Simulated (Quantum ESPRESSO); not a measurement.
The system is HfC.

```
Hf C
1.0
     0.00000    2.32500    2.32500
     2.32500    0.00000    2.32500
     2.32500    2.32500    0.00000
Hf C
1 1
Direct
  0.50000 0.50000 0.50000
  0.00000 0.00000 0.00000
```

Below is the output of Quantum ESPRESSO 7.5 for this cell. Logs are shortened: lines on timing, memory, paths and dates and some standing lists are left out, and cuts for length are marked.

```text
This program is part of the open-source Quantum ESPRESSO suite
     for quantum simulation of materials; please cite
[... 6 lines left out ...]
     using ibrav=0 with symmetry is DISCOURAGED, use correct ibrav instead

     K-points division:     npool     =       2
     Subspace diagonalization in iterative solution of the eigenvalue problem:
     a serial algorithm will be used

     G-vector sticks info
     --------------------
     sticks:   dense  smooth     PW     G-vecs:    dense   smooth      PW
     Sum         955     475    151                19603     6879    1243

     Using Slab Decomposition

     bravais-lattice index     =            0
     lattice parameter (alat)  =       6.2135  a.u.
     unit-cell volume          =     169.6272 (a.u.)^3
     number of atoms/cell      =            2
     number of atomic types    =            2
     number of electrons       =        16.00
     number of Kohn-Sham states=           17
     kinetic-energy cutoff     =      45.0000  Ry
     charge density cutoff     =     360.0000  Ry
     scf convergence threshold =      4.0E-10
     mixing beta               =       0.3000
     number of iterations used =            8  plain     mixing
     energy convergence thresh.=      1.0E-05
     force convergence thresh. =      4.0E-04
     press convergence thresh. =      3.0E-01
     Exchange-correlation= SLA  PW   PSX  PSC
                           (   1   4  10   8   0   0   0)
     nstep                     =           40

     Hubbard projectors: ortho-atomic
     Hubbard parameters of DFT+U (Dudarev formulation) in eV:
     U(Hf-5d) =  6.0000

     Internal variables: lda_plus_u =T, lda_plus_u_kind = 0

     Internal variables: orbital_resolved =F, hub_pot_fix =F, apply_U = F

     celldm(1)=   6.213507  celldm(2)=   0.000000  celldm(3)=   0.000000
     celldm(4)=   0.000000  celldm(5)=   0.000000  celldm(6)=   0.000000

     crystal axes: (cart. coord. in units of alat)
               a(1) = (   0.000000   0.707107   0.707107 )
               a(2) = (   0.707107   0.000000   0.707107 )
               a(3) = (   0.707107   0.707107   0.000000 )

     reciprocal axes: (cart. coord. in units 2 pi/alat)
               b(1) = ( -0.707107  0.707107  0.707107 )
               b(2) = (  0.707107 -0.707107  0.707107 )
               b(3) = (  0.707107  0.707107 -0.707107 )

[... 2095 lines left out ...]
     Pseudo is Ultrasoft + core correction, Zval =  4.0
     Generated by new atomic code, or converted to UPF format
     Using radial grid of  721 points,  4 beta functions with:
                l(1) =   0
                l(2) =   0
                l(3) =   1
                l(4) =   1
     Q(r) pseudized with  8 coefficients,  rinner =    1.100   1.100   1.100

     atomic species   valence    mass     pseudopotential
     Hf               12.00   178.49000     Hf( 1.00)
     C                 4.00    12.01100     C ( 1.00)

     48 Sym. Ops., with inversion, found

   Cartesian axes

     site n.     atom                  positions (alat units)
         1        Hf     tau(   1) = (   0.7149391   0.7149391   0.7149391  )
         2        C      tau(   2) = (   0.0000000   0.0000000  -0.0000000  )

     number of k points=    47  Fermi-Dirac smearing, width (Ry)=  0.0037
                       cart. coord. in units 2pi/alat
        k(    1) = (   0.0000000   0.0000000   0.0000000), wk =   0.0020000
        k(    2) = (   0.0699360   0.0699360  -0.0699360), wk =   0.0160000
        k(    3) = (   0.1398721   0.1398721  -0.1398721), wk =   0.0160000
        k(    4) = (   0.2098081   0.2098081  -0.2098081), wk =   0.0160000
        k(    5) = (   0.2797441   0.2797441  -0.2797441), wk =   0.0160000
        k(    6) = (  -0.3496802  -0.3496802   0.3496802), wk =   0.0080000
[... 39 lines left out ...]
        k(   46) = (  -0.0699360  -0.3496802   0.6294243), wk =   0.0480000
        k(   47) = (  -0.6993603   0.2797441   0.0000000), wk =   0.0240000

     Dense  grid:    20107 G-vectors     FFT dimensions: (  40,  40,  40)

     Smooth grid:     7119 G-vectors     FFT dimensions: (  27,  27,  27)

     Initial potential from superposition of free atoms

     starting charge      14.0000, renormalised to      16.0000

     negative rho (up, down):  1.232E-01 0.000E+00

     STARTING HUBBARD OCCUPATIONS:

     =================== HUBBARD OCCUPATIONS ===================
     ------------------------ ATOM    1 ------------------------
     Tr[ns(  1)] =   2.00000
     eigenvalues:
       0.200  0.200  0.200  0.200  0.200
     eigenvectors (columns):
       1.000  0.000  0.000  0.000  0.000
       0.000  1.000  0.000  0.000  0.000
       0.000  0.000  1.000  0.000  0.000
       0.000  0.000  0.000  1.000  0.000
       0.000  0.000  0.000  0.000  1.000
     occupation matrix ns (before diag.):
       0.200  0.000  0.000  0.000  0.000
       0.000  0.200  0.000  0.000  0.000
       0.000  0.000  0.200  0.000  0.000
       0.000  0.000  0.000  0.200  0.000
       0.000  0.000  0.000  0.000  0.200

     Number of occupied Hubbard levels =    2.0000

     Atomic wfc used for Hubbard projectors are orthogonalized

     Starting wfcs are   17 randomized atomic wfcs

     Self-consistent Calculation

     iteration #  1     ecut=    45.00 Ry     beta= 0.30
     Davidson diagonalization with overlap
     ethr =  1.00E-06,  avg # of iterations = 10.1
[... 462 lines left out ...]
     negative rho (up, down):  1.170E-01 0.000E+00
          total   stress  (Ry/bohr**3)                   (kbar)     P=        0.73
   0.00000498   0.00000000  -0.00000000            0.73        0.00       -0.00
   0.00000000   0.00000498  -0.00000000            0.00        0.73       -0.00
  -0.00000000  -0.00000000   0.00000498           -0.00       -0.00        0.73

=------------------------------------------------------------------------------=
   JOB DONE.
=------------------------------------------------------------------------------=
```

Problem. Write the input and the command behind it.

Solution. Relaxation of cell and atoms with PBEsol+U, no spin polarisation. The files as run (others can give the same):

pw.in
```
&CONTROL
  calculation = 'vc-relax'
  prefix = 'pwscf'
  outdir = './tmp'
  pseudo_dir = './pseudo'
  tprnfor = .true.
  tstress = .true.
  disk_io = 'low'
  nstep = 40
  forc_conv_thr = 0.0004
  etot_conv_thr = 1d-05
/
&SYSTEM
  ibrav = 0
  nat = 2
  ntyp = 2
  ecutwfc = 45
  ecutrho = 360
  nbnd = 17
  occupations = 'smearing'
  smearing = 'fd'
  degauss = 0.00367493
/
&ELECTRONS
  conv_thr = 4d-10
  electron_maxstep = 120
  mixing_beta = 0.3
/
&IONS
  ion_dynamics = 'bfgs'
/
&CELL
  cell_dynamics = 'bfgs'
  press = 0
  press_conv_thr = 0.3
/
ATOMIC_SPECIES
Hf   178.4900 hf_pbesol_v1.uspp.F.UPF
C     12.0110 c_pbesol_v1.2.uspp.F.UPF
CELL_PARAMETERS angstrom
   0.0000000000    2.3250000000    2.3250000000
   2.3250000000    0.0000000000    2.3250000000
   2.3250000000    2.3250000000    0.0000000000
ATOMIC_POSITIONS crystal
Hf     0.5000000000    0.5000000000    0.5000000000
C      0.0000000000    0.0000000000    0.0000000000
K_POINTS automatic
10 10 10 0 0 0
HUBBARD {ortho-atomic}
U Hf-5d 6.0
```

Potentials or basis: GBRV 1.5 PBEsol.
Command:
```sh
$ OMP_NUM_THREADS=1 mpirun -n 2 pw.x -nk 2 -in pw.in > pw.out
```

Caveat: U without spin polarisation on a metal has little footing; the U is typed as a test and isn't derived for this compound.
